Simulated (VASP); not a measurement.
# BAs (P4_2/mnm) in VASP: relaxation of cell and atoms with PBE

Aim: the relaxation of cell and atoms of BAs with PBE.

Program: VASP 6.6.1. These are calculated values, not measurements. Logs are shortened: lines on timing, memory, paths and dates and some standing lists are left out, and cuts for length are marked.

### Step 1. Starting point

The structure is tetragonal, space group P4_2/mnm (No. 136). The conventional cell has a = 5.614 Å, b = 5.614 Å, c = 3.369 Å, α = 90.00°, β = 90.00°, γ = 90.00°. Around B (site symmetry m2m) lie 4 As at 2.01 to 2.03 Å. As (site symmetry m2m) is surrounded by 4 B at 2.01 to 2.03 Å.

The cell was built by a generator and needn't be a form met in nature.

### Step 2. Relaxation of cell and atoms, PBE

File INCAR:

```
SYSTEM = BAs
PREC = Accurate
ENCUT = 600
EDIFF = 1E-6
ISMEAR = 0
SIGMA = 0.1
LREAL = .FALSE.
LASPH = .TRUE.
NELM = 100
ALGO = Normal
ISIF = 3
LWAVE = .FALSE.
LCHARG = .FALSE.
GGA = PE
IBRION = 2
NSW = 90
EDIFFG = -0.04
```

File KPOINTS:

```
regular mesh
0
G
  4 4 6
  0 0 0
```

File POSCAR:

```
BAs
1.0
    5.6136901800      0.0000000000      0.0000000000
    0.0000000000      5.6136901800      0.0000000000
    0.0000000000      0.0000000000      3.3692092000
B As
4 4
Direct
    0.6804985700      0.6804985700      0.0000000000
    0.1804985700      0.8195014300      0.5000000000
    0.8195014300      0.1804985700      0.5000000000
    0.3195014300      0.3195014300      0.0000000000
    0.8195014300      0.8195014300      0.5000000000
    0.1804985700      0.1804985700      0.5000000000
    0.6804985700      0.3195014300      0.0000000000
    0.3195014300      0.6804985700      0.0000000000
```

Potentials or basis: VASP PAW PBE potentials, release 64 (B, As).

Run with:

```sh
$ cat potpaw_PBE.64/B/POTCAR potpaw_PBE.64/As/POTCAR > POTCAR
$ mpirun -np 1 vasp_std > vasp.out
```

OUTCAR:

```text
SYSTEM = BAs
   PREC = Accurate
   ENCUT = 600
   EDIFF = 1E-6
   ISMEAR = 0
   LREAL = .FALSE.
   LASPH = .TRUE.
   NELM = 100
   ISIF = 3
   GGA = PE
   IBRION = 2
   NSW = 90
   EDIFFG = -0.04

 ion  position               nearest neighbor table
   1  0.680  0.680  0.000-   5 2.01   5 2.01   8 2.03   7 2.03
   2  0.180  0.820  0.500-   8 2.01   8 2.01   5 2.03   6 2.03
   3  0.820  0.180  0.500-   7 2.01   7 2.01   5 2.03   6 2.03
   4  0.320  0.320  0.000-   6 2.01   6 2.01   8 2.03   7 2.03
   5  0.820  0.820  0.500-   1 2.01   1 2.01   3 2.03   2 2.03   6 2.87
   6  0.180  0.180  0.500-   4 2.01   4 2.01   2 2.03   3 2.03   5 2.87
   7  0.680  0.320  0.000-   3 2.01   3 2.01   4 2.03   1 2.03   8 2.87
   8  0.320  0.680  0.000-   2 2.01   2 2.01   4 2.03   1 2.03   7 2.87

  LATTYP: Found a simple tetragonal cell.
 ALAT       =     5.6136901800
 C/A-ratio  =     0.6001772617

  Lattice vectors:

 A1 = (   5.6136901800,   0.0000000000,   0.0000000000)
 A2 = (   0.0000000000,   5.6136901800,   0.0000000000)
 A3 = (   0.0000000000,   0.0000000000,   3.3692092000)

Analysis of symmetry for initial positions (statically):
=====================================================================
 Subroutine PRICEL returns:
 Original cell was already a primitive cell.

 Routine SETGRP: Setting up the symmetry group for a
 simple tetragonal supercell.

 Subroutine GETGRP returns: Found 16 space group operations
 (whereof  8 operations were pure point group operations)
 out of a pool of 16 trial point group operations.

The static configuration has the point symmetry D_2h.
 The point group associated with its full space group is D_4h.

Analysis of symmetry for dynamics (positions and initial velocities):
=====================================================================
 Subroutine PRICEL returns:
 Original cell was already a primitive cell.

 Routine SETGRP: Setting up the symmetry group for a
 simple tetragonal supercell.

 Subroutine GETGRP returns: Found 16 space group operations
 (whereof  8 operations were pure point group operations)
 out of a pool of 16 trial point group operations.

The dynamic configuration has the point symmetry D_2h.
 The point group associated with its full space group is D_4h.

 Subroutine INISYM returns: Found 16 space group operations
 (whereof  8 operations are pure point group operations),
 and found     1 'primitive' translations

----------------------------------------------------------------------------------------

                                     Primitive cell

  volume of cell :     106.1756

  direct lattice vectors                    reciprocal lattice vectors
     5.613690180  0.000000000  0.000000000     0.178135944  0.000000000  0.000000000
     0.000000000  5.613690180  0.000000000     0.000000000  0.178135944  0.000000000
     0.000000000  0.000000000  3.369209200     0.000000000  0.000000000  0.296805553

  length of vectors
     5.613690180  5.613690180  3.369209200     0.178135944  0.178135944  0.296805553

  position of ions in fractional coordinates (direct lattice)
     0.680498570  0.680498570  0.000000000
     0.180498570  0.819501430  0.500000000
     0.819501430  0.180498570  0.500000000
     0.319501430  0.319501430  0.000000000
     0.819501430  0.819501430  0.500000000
     0.180498570  0.180498570  0.500000000
     0.680498570  0.319501430  0.000000000
     0.319501430  0.680498570  0.000000000

  ion indices of the primitive-cell ions
   primitive index   ion index
                 1           1
                 2           2
                 3           3
                 4           4
                 5           5
                 6           6
                 7           7
                 8           8

----------------------------------------------------------------------------------------

 KPOINTS: regular mesh

Automatic generation of k-mesh.
 Grid dimensions read from file:
 generate k-points for:    4    4    6

 Generating k-lattice:

  Cartesian coordinates                     Fractional coordinates (reciprocal lattice)
     0.044533986  0.000000000  0.000000000     0.250000000  0.000000000  0.000000000
     0.000000000  0.044533986  0.000000000     0.000000000  0.250000000  0.000000000
     0.000000000  0.000000000  0.049467592     0.000000000  0.000000000  0.166666667

  Length of vectors
     0.044533986  0.044533986  0.049467592

  Shift w.r.t. Gamma in fractional coordinates (k-lattice)
     0.000000000  0.000000000  0.000000000

 Subroutine IBZKPT returns following result:
 ===========================================

 Found     24 irreducible k-points:

 Following reciprocal coordinates:
            Coordinates               Weight
  0.000000  0.000000  0.000000      1.000000
  0.250000  0.000000  0.000000      4.000000
  0.500000  0.000000  0.000000      2.000000
  0.250000  0.250000  0.000000      4.000000
  0.500000  0.250000  0.000000      4.000000
  0.500000  0.500000  0.000000      1.000000
[... 16 lines left out ...]
  0.500000  0.250000  0.500000      4.000000
  0.500000  0.500000  0.500000      1.000000
   k-points           NKPTS =     24   k-points in BZ     NKDIM =     24   number of bands    NBANDS=     21
   number of dos      NEDOS =    301   number of ions     NIONS =      8
   total plane-waves  NPLWV =  64512
   dimension x,y,z NGX =    48 NGY =   48 NGZ =   28
   dimension x,y,z NGXF=    96 NGYF=   96 NGZF=   56
   ions per type =               4   4
   NGX,Y,Z   is equivalent  to a cutoff of  14.21, 14.21, 13.82 a.u.
   NGXF,Y,Z  is equivalent  to a cutoff of  28.43, 28.43, 27.63 a.u.
 SYSTEM =  BAs
   PREC   = accura    normal or accurate (medium, high low for compatibility)
   ISTART =      0    job   : 0-new  1-cont  2-samecut
   ICHARG =      2    charge: 1-file 2-atom 10-const
   ISPIN  =      1    spin polarized calculation?
   LNONCOLLINEAR =      F non collinear calculations
   LSORBIT =      F    spin-orbit coupling
   LASPH  =      T    aspherical Exc in radial PAW
   ENCUT  =  600.0 eV  44.10 Ry    6.64 a.u.  11.21 11.21  6.73*2*pi/ulx,y,z
   NELM   =    100;   NELMIN=  2; NELMDL= -5     # of ELM steps
   EDIFF  = 0.1E-05   stopping-criterion for ELM
   LREAL  =      F    real-space projection
   EDIFFG = -.4E-01   stopping-criterion for IOM
   NSW    =     90    number of steps for IOM
   IBRION =      2    ionic relax: 0-MD 1-quasi-New 2-CG
   NFREE  =      1    steps in history (QN), initial steepest desc. (CG)
   ISIF   =      3    stress and relaxation
   ISYM   =      2    0-nonsym 1-usesym 2-fastsym
   POTIM  = 0.5000    time-step for ionic-motion
   TEBEG  =    0.0;   TEEND  =   0.0 temperature during run
   PSTRESS=    0.0 pullay stress
   NELECT =      32.0000    total number of electrons
   NUPDOWN=      -1.0000    fix difference up-down
   EMIN   =  10.00;   EMAX   =-10.00  energy-range for DOS
   EFERMI =   0.00;   METHOD = LEGACY
   ISMEAR =     0;   SIGMA  =   0.10  broadening in eV -4-tet -1-fermi 0-gaus
   EFERMI_NEDOS =   21; number of points for ismear=-14 and -15
   IALGO  =     38    algorithm
   IMIX   =      4    mixing-type and parameters
     AMIX     =   0.40;   BMIX     =  1.00
     AMIX_MAG =   1.60;   BMIX_MAG =  1.00
  volume/ion in A,a.u.               =      13.27        89.56
  Fermi-wavevector in a.u.,A,eV,Ry     =   1.097615  2.074191 16.391725  1.204758
  Thomas-Fermi vector in A             =   2.233978
   LORBIT       =      0    0 simple, 1 ext, 2 COOP (PROOUT), +10 PAW based schemes
   GGA     = PE    functional components
   LHFCALC =     F    Hartree Fock is set to
   AEXX    =    0.0000 exact exchange contribution
   IVDW    =     0    specifies the selected vdW correction
   LEPSILON=     F    determine dielectric tensor
   LRPA    =     F    only Hartree local field effects (RPA)
 conjugate gradient relaxation of ions
 non-spin polarized calculation
 Gauss-broadening in eV      SIGMA  =   0.10
  energy-cutoff  :      600.00
  volume of cell :      106.18
 maximum number of plane-waves:      3582
 NGX is ok and might be reduce to    48
   NGX = 23   NGY = 23   NGZ = 13

--------------------------------------- Ionic step        1  -------------------------------------------

 number of electron      32.0000003 magnetization

 Free energy of the ion-electron system (eV)
  ---------------------------------------------------
  ext. energy  EPLUGINS =         0.00000000
  ---------------------------------------------------
  free energy    TOTEN  =       -44.05159642 eV

  energy without entropy =      -44.05153333  energy(sigma->0) =      -44.05156487

------------------------ aborting loop because EDIFF is reached ----------------------------------------

  FORCE on cell =-STRESS in cart. coord.  units (eV):
  Direction    XX          YY          ZZ          XY          YZ          ZX
  --------------------------------------------------------------------------------------
  -------------------------------------------------------------------------------------
  Total       13.2174826     13.2174826      5.0147777      0.0000000      0.0000000      0.0000000
  in kB      199.4501982    199.4501982     75.6723827      0.0000000      0.0000000      0.0000000
  external PRESSURE =     158.1909264 kB  Pullay stress =       0.0000000 kB
[... 27 lines left out ...]
  energy  without entropy=      -44.0515333290  energy(sigma->0) =      -44.05156487

--------------------------------------- Ionic step        2  -------------------------------------------

 number of electron      31.9999997 magnetization

 E-fermi :   5.2847     XC(G=0):  -9.8299

 val. band max:        4.8587357865   @ k =   0.0000   0.0000   0.0000
 cond. band min:       5.7567819090   @ k =   0.0000   0.0000   0.0000
 fundamental gap:      0.8980461225
 Fermi energy:         5.2847423288

 k-point     1 :       0.0000    0.0000    0.0000
  band No.  band energies     occupation
      1      -9.7941      2.00000
      2      -7.5498      2.00000
      3      -7.5498      2.00000
      4      -6.7658      2.00000
      5      -3.9314      2.00000
      6      -1.4986      2.00000
[... 814 lines left out ...]
  energy  without entropy=      -44.6967748271  energy(sigma->0) =      -44.69677483

--------------------------------------- Ionic step        8  -------------------------------------------

 number of electron      32.0000002 magnetization

 Free energy of the ion-electron system (eV)
  ---------------------------------------------------
  ext. energy  EPLUGINS =         0.00000000
  ---------------------------------------------------
  free energy    TOTEN  =       -44.69736117 eV

  energy without entropy =      -44.69736117  energy(sigma->0) =      -44.69736117

 E-fermi :   5.8773     XC(G=0): -10.1443

 val. band max:        5.4495953184   @ k =   0.0000   0.0000   0.0000
 cond. band min:       6.3025093979   @ k =   0.0000   0.0000   0.3333
 fundamental gap:      0.8529140795
 Fermi energy:         5.8773349157

 k-point     1 :       0.0000    0.0000    0.0000
  band No.  band energies     occupation
      1      -9.6954      2.00000
      2      -7.0639      2.00000
      3      -7.0639      2.00000
      4      -6.5873      2.00000
      5      -3.4531      2.00000
      6      -1.2223      2.00000
[... 600 lines left out ...]
  FREE ENERGIE OF THE ION-ELECTRON SYSTEM (eV)
  ---------------------------------------------------
  free  energy   TOTEN  =       -44.6973611653 eV

  energy  without entropy=      -44.6973611652  energy(sigma->0) =      -44.69736117

 reached required accuracy - stopping structural energy minimisation
```

Run time: 2.1 min. Hardware: 1 thread of Intel Xeon 6975P-C (Granite Rapids), shared host; peak memory 0.28 GiB.

Results:

* Free energy: -44.6974 eV
* Relaxed volume: 14.76 Å³/atom
* Relaxed cell: a = 5.899 Å, b = 5.899 Å, c = 3.394 Å, α = 90.00°, β = 90.00°, γ = 90.00°
* Space group after relaxing (to 0.05 Å): P4_2/mnm (No. 136)
* Energy gained by relaxing: 80.7 meV/atom
* Ionic steps: 8
* Pressure after relaxing: 0.0 GPa
* Largest force after relaxing: 0.033 eV/Å
* Band gap on the k mesh: 0.85 eV, indirect (least direct gap 1.17 eV)

Forces in eV/Å, atoms in the order of the input:
```
B   -0.023 -0.023  0.000
B   -0.023  0.023  0.000
B    0.023 -0.023  0.000
B    0.023  0.023  0.000
As  -0.014 -0.014  0.000
As   0.014  0.014  0.000
As   0.014 -0.014  0.000
As  -0.014  0.014  0.000
```

Stress tensor (GPa, compression positive):
```
-0.07  0.00  0.00
 0.00 -0.07  0.00
 0.00  0.00  0.12
```

The path:
```tsv
step	energy change (eV)	largest force (eV/Å)	pressure (GPa)	volume (Å³)
1	0.0000	0.5735	15.82	106.18
2	-0.2658	0.9431	-7.97	127.52
3	-0.5890	0.6454	0.23	117.54
4	-0.6350	0.2253	-0.98	119.11
5	-0.6376	0.0936	-0.78	118.82
6	-0.6450	0.0546	0.20	117.93
7	-0.6452	0.0593	0.08	118.04
8	-0.6458	0.0332	-0.01	118.10
```

Final structure:
```yaml
crystal:
  lattice:
    - [5.89858, 0.00000, 0.00000]
    - [0.00000, 5.89858, 0.00000]
    - [0.00000, 0.00000, 3.39443]
  atoms:
    - { symbol: B, position: [0.67769, 0.67769, 0.00000] }
    - { symbol: B, position: [0.17769, 0.82231, 0.50000] }
    - { symbol: B, position: [0.82231, 0.17769, 0.50000] }
    - { symbol: B, position: [0.32231, 0.32231, 0.00000] }
    - { symbol: As, position: [0.81899, 0.81899, 0.50000] }
    - { symbol: As, position: [0.18101, 0.18101, 0.50000] }
    - { symbol: As, position: [0.68101, 0.31899, 0.00000] }
    - { symbol: As, position: [0.31899, 0.68101, 0.00000] }
```

A k mesh can miss the band edges. A hybrid or GW would open this gap; PBE tends to underestimate it.
